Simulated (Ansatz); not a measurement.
# Zinc, diamond under r²SCAN: ground state and equation of state

The plan for zinc in the diamond structure: relax it, solve it on a dense k-mesh, switch on spin-orbit coupling, then scale the cell to 7 volumes from 88 to 112 % of the relaxed one and try a fit of the equation of state. The k-meshes are 10×10×10 for the relaxation; 16×16×16 for the dense run; 10×10×10 for spin-orbit coupling; 11×11×11 for the volumes.

This is Zn in the diamond structure; at room conditions it is hcp.

Computed with Ansatz 0.2.0 (DFT r2SCAN, plane waves (500 eV) with PAW, scalar-relativistic; the PAW data stem from PBE, with regenerated cores, unless a step says otherwise).

### Step 1. The system as given

The structure is cubic, space group Fd-3m (No. 227). Conventional cell: a = 5.477 Å, b = 5.477 Å, c = 5.477 Å, α = 90.00°, β = 90.00°, γ = 90.00°. Zn (site symmetry -43m) is surrounded by 4 Zn at 2.37 Å.

As a file:

```cif
data_structure
_symmetry_space_group_name_H-M 'P 1'
_symmetry_Int_Tables_number 1
_cell_length_a 3.8726
_cell_length_b 3.8726
_cell_length_c 3.8726
_cell_angle_alpha 60.000
_cell_angle_beta 60.000
_cell_angle_gamma 60.000
_cell_volume 41.07
loop_
_atom_site_label
_atom_site_type_symbol
_atom_site_fract_x
_atom_site_fract_y
_atom_site_fract_z
_atom_site_occupancy
Zn1 Zn 0.12500 0.12500 0.12500 1
Zn2 Zn 0.87500 0.87500 0.87500 1
```

### Step 2. Relaxation of the cell

Input file input.yaml:

```yaml
crystal:
  lattice:
    - [0.0, 2.7383746181, 2.7383746181]
    - [2.7383746181, 0.0, 2.7383746181]
    - [2.7383746181, 2.7383746181, 0.0]
  atoms:
    - { symbol: Zn, position: [0.125, 0.125, 0.125] }
    - { symbol: Zn, position: [0.875, 0.875, 0.875] }
hamiltonian:
  xc: r2scan
  pseudopotentials:
    kind: paw
    azcp:
      Zn: "pseudopotentials/Zn.paw.azcp"
basis:
  ecutwfc: 500
  fft_grid_basis: typed
kpoints:
  mp_grid: { grid: [10, 10, 10], shift: [0, 0, 0] }
magnetization:
  spin_polarized: false
scf:
  occupations: { method: fermi_dirac, width: 0.1 }
relax:
  max_steps: 60
  f_tol: 0.01
  cell: {}
```

The run is started by

```console
> ansatz run input.yaml --threads 1 --pin off --max-ram 3584MiB --backend cpu --events-out ev --progress --plain --runs-dir out
```

The log of the run:

```text
Engine: ansatz 0.2.0, x86_64-unknown-linux-gnu
Pseudopotentials: kind: paw
Pseudopotential: Zn, paw, valence charge 12, recommended cutoff 500 eV (meta_gga), <dir>
Functional definition: r2SCAN
  parameter k0 = 0.174
  parameter k1 = 0.065
  parameter a1 = 4.9479
  exchange = r2scan_x(k0 = k0, k1 = k1, a1 = a1)
  correlation = r2scan_c
Crystal: 2 atoms, lattice volume = 41.068 Å³
Basis set: ecut = 500 eV, 1037 PW (Γ), exchange–correlation on 120×120×120 points (64 copies of the dense FFT grid, shifted against one another)
Bands: 16, of which v1, the nominal top of the filled ones, is band 12 counted from 1 (11 counted from 0)
Symmetry: 48 space group operations
Space group: Fd-3m (ITA 227), of the structure as read, at distance tolerance 3.5e-5 Å
k-points: 47 of 1000
Non-local potential: Zn, projectors of the file, l = 0: 2, l = 1: 2, l = 2: 3, l = 3: 1
PAW form: soft (Blöchl's): semilocal exchange-correlation on the pseudo side does not see the compensation charge
PAW frozen core: Zn, regenerated for the run's functional (the file was generated under x = pbe(κ = 0.804, μ = 0.2195149727645171), c = pbe(β = 0.06672455060314922))
PAW one-centre angular grid: Zn, 590 points (default); XC on 261 of its mesh's 2673 points in the sphere
Initial density: superposition of atomic densities (neutral atoms: chi_scale 0, normalization atom), corrected by the library's trained network
Initial wavefunctions: pseudopotential atomic-orbital guess
Functional: x = r2scan, c = r2scan; τ floored in thin density (d = 2e-4 eV/Å³)
SCF iter   1: F=—  HF=-6650.168889 eV  |F-HF|=—  |Δ(HF+E_count)|=         —  Δρ=1.97e-2  dr2=8.53e-2  dr2_τ=1.31e-3  ethr=1.77e-3  ⟨swp⟩=5.2  Hψ=3956  notcnv=0
preconditioner: auto → Kerker (q_TF=auto, 2.495 Å⁻¹)  [metal: Δε(μ)=0.238 eV  Ē_g=12.523 eV  σ=0.100 eV  W_gap=0.44  n_scr=14 (ndim 8)  ℏωp=28.4 eV  f_vac=0.003  D(μ)=0.76/eV (n_scr^D=0)]
SCF iter   2: F=—  HF=-6650.154066 eV  |F-HF|=—  |Δ(HF+E_count)|=   1.48e-2  Δρ=1.76e-3  dr2=6.24e-4  dr2_τ=4.05e-4  ethr=3.56e-4  ⟨swp⟩=2.0  Hψ=1871  notcnv=0  defer=5
SCF iter   3: F=—  HF=-6650.149772 eV  |F-HF|=—  |Δ(HF+E_count)|=   4.29e-3  Δρ=2.99e-3  dr2=3.03e-3  dr2_τ=3.60e-6  ethr=2.60e-6  ⟨swp⟩=3.0  Hψ=1719  notcnv=0  defer=5
SCF iter   4: F=—  HF=-6650.148536 eV  |F-HF|=—  |Δ(HF+E_count)|=   1.24e-3  Δρ=6.29e-4  dr2=2.73e-4  dr2_τ=5.66e-7  ethr=2.60e-6  ⟨swp⟩=2.0  Hψ=1307  notcnv=0  defer=5
SCF iter   5: F=—  HF=-6650.148558 eV  |F-HF|=—  |Δ(HF+E_count)|=   2.16e-5  Δρ=2.68e-4  dr2=2.89e-5  dr2_τ=1.61e-7  ethr=1.14e-6  ⟨swp⟩=2.0  Hψ=1233  notcnv=0  defer=5
SCF iter   6: F=—  HF=-6650.148562 eV  |F-HF|=—  |Δ(HF+E_count)|=   3.98e-6  Δρ=7.41e-5  dr2=3.83e-6  dr2_τ=1.49e-8  ethr=1.21e-7  ⟨swp⟩=2.4  Hψ=1364  notcnv=0  defer=5
SCF iter   7: F=—  HF=-6650.148563 eV  |F-HF|=—  |Δ(HF+E_count)|=   1.10e-6  Δρ=2.64e-5  dr2=1.22e-7  dr2_τ=1.39e-9  ethr=1.60e-8  ⟨swp⟩=2.9  Hψ=1299  notcnv=0  defer=5
SCF iter   8: F=-6650.148563 eV  HF=-6650.148563 eV  |F-HF|=1.98e-9  |Δ(HF+E_count)|=  6.98e-10  Δρ=6.19e-6  dr2=7.81e-9  dr2_τ=4.28e-11  ethr=4.17e-10  ⟨swp⟩=4.3  Hψ=2672  notcnv=0
SCF 1 converged in 8 iterations: F = -6650.148563 eV  dr2 = 7.81e-9
relax step   1: F+E_penalty+E_count = -6650.14856303 eV  Δ(F+E_penalty+E_count) = +0.000e0 eV  max|allowed force component| = 1.850e-17 eV/Å  Δτ_max = 0.0000 Å  P = +5.167 GPa  Ω = 41.068 Å³  (8 SCF iters, dr2 threshold 1.00e-7 eV, accepted)
Crystal: 2 atoms, lattice volume = 42.943 Å³
Basis set: ecut = 500 eV, 1067 PW (Γ), exchange–correlation on 120×120×120 points (64 copies of the dense FFT grid, shifted against one another)
Initial density: handed on by an earlier stage of this run
Initial wavefunctions: those handed on with the density
iter 1 solved again at ethr=1.26e-5 eV; its pass at ethr=3.10e-3 eV (dr2=3.03e-3 eV) is discarded
SCF iter   1: F=—  HF=-6650.162711 eV  |F-HF|=—  |Δ(HF+E_count)|=         —  Δρ=3.59e-3  dr2=3.27e-3  dr2_τ=5.97e-3  ethr=1.26e-5  ⟨swp⟩=2.0  Hψ=5597  notcnv=0
preconditioner: auto → Kerker (q_TF=auto, 2.476 Å⁻¹)  [metal: Δε(μ)=0.244 eV  Ē_g=12.066 eV  σ=0.100 eV  W_gap=0.45  n_scr=14 (ndim 8)  ℏωp=27.8 eV  f_vac=0.009  D(μ)=0.81/eV (n_scr^D=0)]
SCF iter   2: F=—  HF=-6650.194212 eV  |F-HF|=—  |Δ(HF+E_count)|=   3.15e-2  Δρ=5.24e-4  dr2=4.81e-5  dr2_τ=1.09e-5  ethr=1.26e-5  ⟨swp⟩=2.0  Hψ=1504  notcnv=0
SCF iter   3: F=—  HF=-6650.194033 eV  |F-HF|=—  |Δ(HF+E_count)|=   1.79e-4  Δρ=5.57e-4  dr2=1.26e-4  dr2_τ=2.94e-7  ethr=2.00e-7  ⟨swp⟩=2.7  Hψ=1686  notcnv=0
SCF iter   4: F=—  HF=-6650.194008 eV  |F-HF|=—  |Δ(HF+E_count)|=   2.45e-5  Δρ=2.43e-4  dr2=2.87e-5  dr2_τ=1.86e-7  ethr=2.00e-7  ⟨swp⟩=2.0  Hψ=1219  notcnv=0
SCF iter   5: F=—  HF=-6650.194013 eV  |F-HF|=—  |Δ(HF+E_count)|=   4.51e-6  Δρ=6.44e-5  dr2=1.07e-6  dr2_τ=4.32e-9  ethr=1.19e-7  ⟨swp⟩=2.0  Hψ=1306  notcnv=0
SCF iter   6: F=-6650.194014 eV  HF=-6650.194014 eV  |F-HF|=4.90e-8  |Δ(HF+E_count)|=   7.11e-7  Δρ=1.36e-5  dr2=1.18e-7  dr2_τ=6.56e-10  ethr=8.33e-10  ⟨swp⟩=5.0  Hψ=3178  notcnv=0
SCF 2 converged in 6 iterations: F = -6650.194014 eV  dr2 = 1.18e-7
relax step   2: F+E_penalty+E_count = -6650.19401358 eV  Δ(F+E_penalty+E_count) = -4.545e-2 eV  max|allowed force component| = 1.897e-16 eV/Å  Δτ_max = 0.0000 Å  P = +2.766 GPa  Ω = 42.943 Å³  energy of the carried Pulay correction = -3.836e-4 eV  (6 SCF iters, dr2 threshold 2.00e-7 eV, accepted)
Crystal: 2 atoms, lattice volume = 45.325 Å³
Basis set: ecut = 500 eV, 1139 PW (Γ), exchange–correlation on 120×120×120 points (64 copies of the dense FFT grid, shifted against one another)
iter 1 solved again at ethr=1.48e-5 eV; its pass at ethr=3.10e-3 eV (dr2=3.54e-3 eV) is discarded
SCF iter   1: F=—  HF=-6650.170033 eV  |F-HF|=—  |Δ(HF+E_count)|=         —  Δρ=4.08e-3  dr2=4.48e-3  dr2_τ=8.55e-3  ethr=1.48e-5  ⟨swp⟩=2.0  Hψ=5848  notcnv=0
preconditioner: auto → Kerker (q_TF=auto, 2.454 Å⁻¹)  [metal: Δε(μ)=0.180 eV  Ē_g=11.812 eV  σ=0.100 eV  W_gap=0.38  n_scr=14 (ndim 8)  ℏωp=27.0 eV  f_vac=0.018  D(μ)=0.90/eV (n_scr^D=0)]
SCF iter   2: F=—  HF=-6650.216944 eV  |F-HF|=—  |Δ(HF+E_count)|=   4.69e-2  Δρ=6.93e-4  dr2=8.69e-5  dr2_τ=1.55e-5  ethr=1.48e-5  ⟨swp⟩=2.2  Hψ=1587  notcnv=0
SCF iter   3: F=—  HF=-6650.216688 eV  |F-HF|=—  |Δ(HF+E_count)|=   2.56e-4  Δρ=5.91e-4  dr2=1.68e-4  dr2_τ=4.05e-7  ethr=3.62e-7  ⟨swp⟩=3.2  Hψ=2114  notcnv=0
SCF iter   4: F=—  HF=-6650.216657 eV  |F-HF|=—  |Δ(HF+E_count)|=   3.06e-5  Δρ=2.51e-4  dr2=3.80e-5  dr2_τ=2.50e-7  ethr=3.62e-7  ⟨swp⟩=2.0  Hψ=1224  notcnv=0
SCF iter   5: F=—  HF=-6650.216667 eV  |F-HF|=—  |Δ(HF+E_count)|=   9.99e-6  Δρ=1.27e-4  dr2=3.46e-6  dr2_τ=8.95e-9  ethr=1.58e-7  ⟨swp⟩=2.0  Hψ=1311  notcnv=0
SCF iter   6: F=—  HF=-6650.216668 eV  |F-HF|=—  |Δ(HF+E_count)|=   7.17e-7  Δρ=2.48e-5  dr2=3.23e-7  dr2_τ=2.52e-9  ethr=1.44e-8  ⟨swp⟩=2.0  Hψ=1310  notcnv=0
SCF iter   7: F=-6650.216668 eV  HF=-6650.216668 eV  |F-HF|=8.71e-9  |Δ(HF+E_count)|=   2.03e-7  Δρ=3.62e-6  dr2=7.80e-9  dr2_τ=1.95e-10  ethr=8.33e-10  ⟨swp⟩=5.0  Hψ=2947  notcnv=0
SCF 3 converged in 7 iterations: F = -6650.216668 eV  dr2 = 7.80e-9
relax step   3: F+E_penalty+E_count = -6650.21666787 eV  Δ(F+E_penalty+E_count) = -2.265e-2 eV  max|allowed force component| = 2.128e-16 eV/Å  Δτ_max = 0.0000 Å  P = +0.470 GPa  Ω = 45.325 Å³  energy of the carried Pulay correction = -8.468e-4 eV  (7 SCF iters, dr2 threshold 2.00e-7 eV, accepted)
Crystal: 2 atoms, lattice volume = 45.908 Å³
Basis set: ecut = 500 eV, 1211 PW (Γ), exchange–correlation on 120×120×120 points (64 copies of the dense FFT grid, shifted against one another)
iter 1 solved again at ethr=2.63e-6 eV; its pass at ethr=3.10e-3 eV (dr2=6.32e-4 eV) is discarded
SCF iter   1: F=—  HF=-6650.214850 eV  |F-HF|=—  |Δ(HF+E_count)|=         —  Δρ=8.64e-4  dr2=2.06e-4  dr2_τ=4.62e-4  ethr=2.63e-6  ⟨swp⟩=3.0  Hψ=5596  notcnv=0
preconditioner: auto → Kerker (q_TF=auto, 2.449 Å⁻¹)  [metal: Δε(μ)=0.142 eV  Ē_g=11.700 eV  σ=0.100 eV  W_gap=0.31  n_scr=14 (ndim 8)  ℏωp=26.8 eV  f_vac=0.020  D(μ)=0.92/eV (n_scr^D=0)]
SCF iter   2: F=—  HF=-6650.217440 eV  |F-HF|=—  |Δ(HF+E_count)|=   2.59e-3  Δρ=1.34e-4  dr2=4.76e-6  dr2_τ=6.78e-7  ethr=8.60e-7  ⟨swp⟩=2.1  Hψ=1350  notcnv=0
SCF iter   3: F=—  HF=-6650.217430 eV  |F-HF|=—  |Δ(HF+E_count)|=   9.91e-6  Δρ=1.38e-4  dr2=9.42e-6  dr2_τ=2.03e-8  ethr=8.33e-10  ⟨swp⟩=6.8  Hψ=3950  notcnv=0
SCF iter   4: F=—  HF=-6650.217428 eV  |F-HF|=—  |Δ(HF+E_count)|=   1.42e-6  Δρ=6.14e-5  dr2=2.32e-6  dr2_τ=1.58e-8  ethr=1.98e-8  ⟨swp⟩=2.5  Hψ=1331  notcnv=0
SCF iter   5: F=-6650.217428 eV  HF=-6650.217428 eV  |F-HF|=2.55e-8  |Δ(HF+E_count)|=   2.86e-7  Δρ=1.50e-5  dr2=1.33e-7  dr2_τ=2.80e-10  ethr=8.33e-10  ⟨swp⟩=4.0  Hψ=3822  notcnv=0
SCF 4 converged in 5 iterations: F = -6650.217428 eV  dr2 = 1.33e-7
relax step   4: F+E_penalty+E_count = -6650.21742849 eV  Δ(F+E_penalty+E_count) = -7.606e-4 eV  max|allowed force component| = 1.619e-16 eV/Å  Δτ_max = 0.0000 Å  P = +0.015 GPa  Ω = 45.908 Å³  energy of the carried Pulay correction = -9.565e-4 eV  (5 SCF iters, dr2 threshold 2.00e-7 eV, accepted)
Initial wavefunctions: pseudopotential atomic-orbital guess (no wavefunctions were taken with the density)
iter 1 solved again at ethr=6.68e-8 eV; its pass at ethr=3.10e-3 eV (dr2=1.60e-5 eV) is discarded
SCF iter   1: F=—  HF=-6650.217943 eV  |F-HF|=—  |Δ(HF+E_count)|=         —  Δρ=4.36e-4  dr2=5.64e-6  dr2_τ=2.02e-6  ethr=6.68e-8  ⟨swp⟩=3.1  Hψ=6051  notcnv=0
preconditioner: auto → Kerker (q_TF=auto, 2.449 Å⁻¹)  [metal: Δε(μ)=0.143 eV  Ē_g=11.687 eV  σ=0.100 eV  W_gap=0.31  n_scr=14 (ndim 8)  ℏωp=26.8 eV  f_vac=0.020  D(μ)=0.91/eV (n_scr^D=0)]
SCF iter   2: F=—  HF=-6650.218727 eV  |F-HF|=—  |Δ(HF+E_count)|=   7.84e-4  Δρ=2.94e-4  dr2=1.12e-5  dr2_τ=4.41e-6  ethr=2.35e-8  ⟨swp⟩=2.0  Hψ=1336  notcnv=0
SCF iter   3: F=—  HF=-6650.218925 eV  |F-HF|=—  |Δ(HF+E_count)|=   1.98e-4  Δρ=9.23e-5  dr2=7.20e-7  dr2_τ=6.69e-7  ethr=2.35e-8  ⟨swp⟩=2.0  Hψ=1312  notcnv=0
SCF iter   4: F=—  HF=-6650.218961 eV  |F-HF|=—  |Δ(HF+E_count)|=   3.57e-5  Δρ=1.06e-5  dr2=5.52e-8  dr2_τ=2.88e-9  ethr=3.00e-9  ⟨swp⟩=2.0  Hψ=1326  notcnv=0
SCF iter   5: F=—  HF=-6650.218961 eV  |F-HF|=—  |Δ(HF+E_count)|=   2.16e-7  Δρ=4.94e-6  dr2=1.11e-8  dr2_τ=2.20e-10  ethr=2.30e-10  ⟨swp⟩=2.0  Hψ=1321  notcnv=0
SCF iter   6: F=—  HF=-6650.218961 eV  |F-HF|=—  |Δ(HF+E_count)|=   8.41e-9  Δρ=1.80e-6  dr2=2.34e-9  dr2_τ=1.05e-11  ethr=4.64e-11  ⟨swp⟩=2.9  Hψ=1341  notcnv=0
SCF iter   7: F=—  HF=-6650.218961 eV  |F-HF|=—  |Δ(HF+E_count)|=  5.62e-10  Δρ=5.43e-7  dr2=2.08e-10  dr2_τ=1.99e-12  ethr=9.73e-12  ⟨swp⟩=2.2  Hψ=1009  notcnv=0
SCF iter   8: F=-6650.218961 eV  HF=-6650.218961 eV  |F-HF|=5.46e-12  |Δ(HF+E_count)|=  4.55e-11  Δρ=8.73e-8  dr2=2.04e-12  dr2_τ=2.54e-14  ethr=1.00e-12  ⟨swp⟩=4.9  Hψ=3859  notcnv=0
SCF 5 converged in 8 iterations: F = -6650.218961 eV  dr2 = 2.04e-12
relax step   5: F+E_penalty+E_count = -6650.21896073 eV  Δ(F+E_penalty+E_count) = -1.532e-3 eV  max|allowed force component| = 1.758e-16 eV/Å  Δτ_max = 0.0000 Å  P = +0.051 GPa  Ω = 45.908 Å³  stress off target by 5.12e-2 GPa  SCF on the basis re-selected at this cell (its energy is not comparable with the rows above)  (8 SCF iters)
basis re-selected at this cell: Δ(F+E_penalty+E_count) = -1.532e-3 eV, ΔP = +0.036 GPa vs the last step (what re-selecting the basis moved, of the pressure what is left beyond the Pulay correction that the steps carried, after the strain that the cell walked since its last selection, with what the two solves' SCF thresholds leave and, on support functions, any second-order correction that the steps lacked; it is no measure of the basis error at this ecutwfc). This SCF's stress stands 5.12e-2 GPa from its target on what of the cell is left free (relax.cell.stress_tol is 5.00e-2 GPa) and its largest allowed force component is 1.76e-16 eV/Å (relax.f_tol is 1.00e-2 eV/Å): not within both, so this SCF does not close the relaxation
Crystal: 2 atoms, lattice volume = 45.976 Å³
iter 1 solved again at ethr=1.75e-8 eV; its pass at ethr=3.10e-3 eV (dr2=4.19e-6 eV) is discarded
SCF iter   1: F=—  HF=-6650.218925 eV  |F-HF|=—  |Δ(HF+E_count)|=         —  Δρ=9.69e-5  dr2=2.60e-6  dr2_τ=6.17e-6  ethr=1.75e-8  ⟨swp⟩=2.2  Hψ=4646  notcnv=0
preconditioner: auto → Kerker (q_TF=auto, 2.448 Å⁻¹)  [metal: Δε(μ)=0.138 eV  Ē_g=11.682 eV  σ=0.100 eV  W_gap=0.30  n_scr=14 (ndim 8)  ℏωp=26.8 eV  f_vac=0.020  D(μ)=0.92/eV (n_scr^D=0)]
SCF iter   2: F=—  HF=-6650.218960 eV  |F-HF|=—  |Δ(HF+E_count)|=   3.46e-5  Δρ=1.40e-5  dr2=6.61e-8  dr2_τ=7.26e-9  ethr=1.08e-8  ⟨swp⟩=2.0  Hψ=1326  notcnv=0
SCF iter   3: F=—  HF=-6650.218960 eV  |F-HF|=—  |Δ(HF+E_count)|=   1.17e-7  Δρ=1.66e-5  dr2=1.33e-7  dr2_τ=2.83e-10  ethr=2.73e-11  ⟨swp⟩=5.5  Hψ=3278  notcnv=0
SCF iter   4: F=—  HF=-6650.218959 eV  |F-HF|=—  |Δ(HF+E_count)|=   2.01e-8  Δρ=7.50e-6  dr2=3.33e-8  dr2_τ=2.29e-10  ethr=2.75e-10  ⟨swp⟩=2.8  Hψ=1363  notcnv=0
SCF iter   5: F=-6650.218959 eV  HF=-6650.218959 eV  |F-HF|=9.09e-11  |Δ(HF+E_count)|=   2.82e-9  Δρ=1.74e-6  dr2=2.40e-9  dr2_τ=3.39e-12  ethr=2.73e-11  ⟨swp⟩=3.1  Hψ=3244  notcnv=0
SCF 6 converged in 5 iterations: F = -6650.218959 eV  dr2 = 2.40e-9
relax step   6: F+E_penalty+E_count = -6650.21895950 eV  Δ(F+E_penalty+E_count) = +1.231e-6 eV  max|allowed force component| = 2.128e-16 eV/Å  Δτ_max = 0.0000 Å  P = +0.001 GPa  Ω = 45.976 Å³  energy of the carried Pulay correction = -1.223e-5 eV  (5 SCF iters, dr2 threshold 6.54e-9 eV, accepted)
iter 1 solved again at ethr=5.11e-8 eV; its pass at ethr=3.10e-3 eV (dr2=1.23e-5 eV) is discarded
SCF iter   1: F=—  HF=-6650.218966 eV  |F-HF|=—  |Δ(HF+E_count)|=         —  Δρ=1.95e-6  dr2=2.80e-9  dr2_τ=8.00e-11  ethr=5.11e-8  ⟨swp⟩=3.1  Hψ=6102  notcnv=0
preconditioner: auto → Kerker (q_TF=auto, 2.448 Å⁻¹)  [metal: Δε(μ)=0.138 eV  Ē_g=11.680 eV  σ=0.100 eV  W_gap=0.30  n_scr=14 (ndim 8)  ℏωp=26.8 eV  f_vac=0.020  D(μ)=0.92/eV (n_scr^D=0)]
SCF iter   2: F=—  HF=-6650.218966 eV  |F-HF|=—  |Δ(HF+E_count)|=   4.29e-7  Δρ=1.46e-6  dr2=1.74e-9  dr2_τ=6.79e-12  ethr=1.17e-11  ⟨swp⟩=2.9  Hψ=1494  notcnv=0
SCF iter   3: F=—  HF=-6650.218966 eV  |F-HF|=—  |Δ(HF+E_count)|=  2.46e-11  Δρ=9.22e-7  dr2=2.57e-10  dr2_τ=3.12e-12  ethr=7.24e-12  ⟨swp⟩=2.0  Hψ=1258  notcnv=0
SCF iter   4: F=—  HF=-6650.218966 eV  |F-HF|=—  |Δ(HF+E_count)|=  9.19e-11  Δρ=2.93e-7  dr2=8.95e-11  dr2_τ=8.79e-13  ethr=1.07e-12  ⟨swp⟩=2.0  Hψ=1276  notcnv=0
SCF iter   5: F=-6650.218966 eV  HF=-6650.218966 eV  |F-HF|=9.09e-13  |Δ(HF+E_count)|=  3.64e-12  Δρ=1.48e-7  dr2=1.27e-11  dr2_τ=3.91e-13  ethr=1.00e-12  ⟨swp⟩=4.9  Hψ=4027  notcnv=0
SCF 7 converged in 5 iterations: F = -6650.218966 eV  dr2 = 1.27e-11
relax step   7: F+E_penalty+E_count = -6650.21896624 eV  Δ(F+E_penalty+E_count) = -6.743e-6 eV  max|allowed force component| = 2.313e-16 eV/Å  Δτ_max = 0.0000 Å  P = +0.001 GPa  Ω = 45.976 Å³  stress off target by 7.35e-4 GPa  SCF on the basis re-selected at this cell (its energy is not comparable with the rows above)  (5 SCF iters)
basis re-selected at this cell: Δ(F+E_penalty+E_count) = -6.743e-6 eV, ΔP = +0.000 GPa vs the last step (what re-selecting the basis moved, of the pressure what is left beyond the Pulay correction that the steps carried, after the strain that the cell walked since its last selection, with what the two solves' SCF thresholds leave and, on support functions, any second-order correction that the steps lacked; it is no measure of the basis error at this ecutwfc). This SCF's stress stands 7.35e-4 GPa from its target on what of the cell is left free (relax.cell.stress_tol is 5.00e-2 GPa) and its largest allowed force component is 2.31e-16 eV/Å (relax.f_tol is 1.00e-2 eV/Å): within both
SCF converged after 5 iterations
Free energy (F): -6650.218966 eV
Harris-Foulkes:  -6650.218966 eV  (|F-HF|=9.09e-13)
Internal energy: -6650.188800 eV  (E = F + TS)
E sigma→0 (E₀):  -6650.203883 eV
Entropy (-TS):   -0.030166 eV (-15.083 meV/atom)
Fermi energy:    5.655253 eV
--- Per-component energies (eV) ---
  E_band       = -28.898858
  E_kinetic    = 259.122980
  E_local      = -3857.489714  (includes V_loc(G=0)·N_el)
  E_nonlocal   = 1226.445668
  E_hartree    = 1624.139898
  E_xc         = -247.194303
  E_vxc        = -106.844134  (∫ρ·V_xc dr)
  E_paw        = -3690.675013  (= ΣΔE_a)
  E_vpaw       = -804.933703  (= ΣTr[D̂ρ^β])
  E_aug_tail   = -0.000110  (compensation charges beyond the density's cutoff)
  E_vtau       = 6.520392  (kinetic-family band-sum trace: ∫τ·v_τ [+ j·A + Jᵃ·Aᵃ] dr)
  E_ewald      = -1964.172969
  E_core_change = -0.365237  (= ΣΔE_core)
  E_smearing   = -0.030166  (= −TS)
  E_closure    = -0.000000  (closes the sum)
  Σ components = -6650.218966   (vs F -6650.218966, Δ=0.00e0)
--- Forces (eV/Å), atoms counted from 1 ---
  atom   1  Zn    -0.00000000    -0.00000000     0.00000000
  atom   2  Zn     0.00000000     0.00000000     0.00000000
  max |Σ_I F_I| component: 5.55e-17 eV/Å
--- Stress (GPa, compression-positive) ---
        0.000735       0.000000       0.000000
        0.000000       0.000735       0.000000
        0.000000      -0.000000       0.000735
  P = ⅓ Tr σ = 0.0007 GPa (0.007 kbar)
--- Relaxed structure (5 steps of the walk, 5 accepted, 2 SCFs on fresh bases) ---
  F+E_penalty+E_count = -6650.21896624 eV   max|allowed force component| = 2.313e-16 eV/Å   (the final SCF, on the basis selected at the relaxed cell)
  cell:  # Å, volume = 45.9765 Å³
    - [-1.9473874895675962e-33, 2.8433823290212046, 2.8433823290212046]
    - [2.8433823290212046, -3.616121848850275e-33, 2.8433823290212046]
    - [2.8433823290212046, 2.8433823290212046, -1.8980260822536072e-33]
  atoms:
    - { symbol: Zn, position: [0.125, 0.125, 0.125] }
    - { symbol: Zn, position: [0.875, 0.875, 0.875] }
```

Wall time 39 s (1 thread of Intel Xeon Platinum 8259CL at 2.50GHz (Skylake/Cascade Lake), shared host); peak memory 0.66 GiB.

The walk, from the log:

| step | energy change (meV/atom) | largest force (eV/Å) | pressure (GPa) | volume (Å³/atom) |
| --- | --- | --- | --- | --- |
| 1 | 0.00 | 0.0000 | 5.17 | 20.534 |
| 2 | -22.73 | 0.0000 | 2.77 | 21.472 |
| 3 | -34.05 | 0.0000 | 0.47 | 22.662 |
| 4 | -34.43 | 0.0000 | 0.01 | 22.954 |
| 5 | -35.20 | 0.0000 | 0.05 | 22.954 |
| 6 | -35.20 | 0.0000 | 0.00 | 22.988 |
| 7 | -35.20 | 0.0000 | 0.00 | 22.988 |

Steps that repeat a cell are solved on a basis chosen anew, so their changes of energy are no gain of the relaxation.

The cell of the run, before and after:

|  | before | after | change |
| --- | --- | --- | --- |
| a (Å) | 3.873 | 4.021 | +3.8 % |
| b (Å) | 3.873 | 4.021 | +3.8 % |
| c (Å) | 3.873 | 4.021 | +3.8 % |
| volume (Å³/atom) | 20.534 | 22.988 | +12.0 % |
| shortest distance (Å) | 2.372 | 2.462 | +3.8 % |
| space group (spins left aside) | Fd-3m | Fd-3m | same |

[end of part 1 of 3]
